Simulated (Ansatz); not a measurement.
## A point defect in C

Level of theory: DFT PBE+D3(BJ), scalar-relativistic, plane waves, PAW (Ansatz 0.2.0). Settings: 420 eV cutoff, 3×3×2 k-mesh, shifted by half a step, Gaussian smearing of 0.01 eV, collinear spin.

Host crystal, relaxed:

```
C
1.0
     2.13468   -1.23246   -0.01079
     2.13468    1.23246   -0.01079
    -1.40161    0.00000    3.38107
C
2
Cartesian
  3.5578 0.0000 -0.0176
  -0.6901 0.0000 3.3771
```

Supercell of 18 atoms, rows in host cell vectors: -2 1 -1; 1 -2 -1; -1 -1 1. Atoms relax at the host's cell, keeping the symmetry that the supercell leaves at the site. The cell is small, so energies carry finite-size errors of tenths of an eV. The host is a metal. Atoms are taken from and returned to the elements' standard states.

The starting moments weren't kept.

The defect is an interstitial at (0.250, 0.417, 0.562) of the host cell.

```json
{"charge": "0", "E_f at the valence band top (eV)": "1.00", "moment (μB)": "0.56", "largest move (Å)": "0.37", "atoms near the site": "1 C at 1.48 Å"}
```

Problem. Which element is it? Judge by the nearest distance in charge 0 and covalent radii.
A. Rb
B. F
C. I
D. Pt
E. As

Solution. B. The nearest neighbour is C at 1.48 Å, and the summed covalent radii with C are 1.95 Å for As, 1.33 Å for F, 2.15 Å for I, 2.12 Å for Pt, 2.96 Å for Rb, so F fits best. Bonds can miss such sums by a tenth of an ångström or more.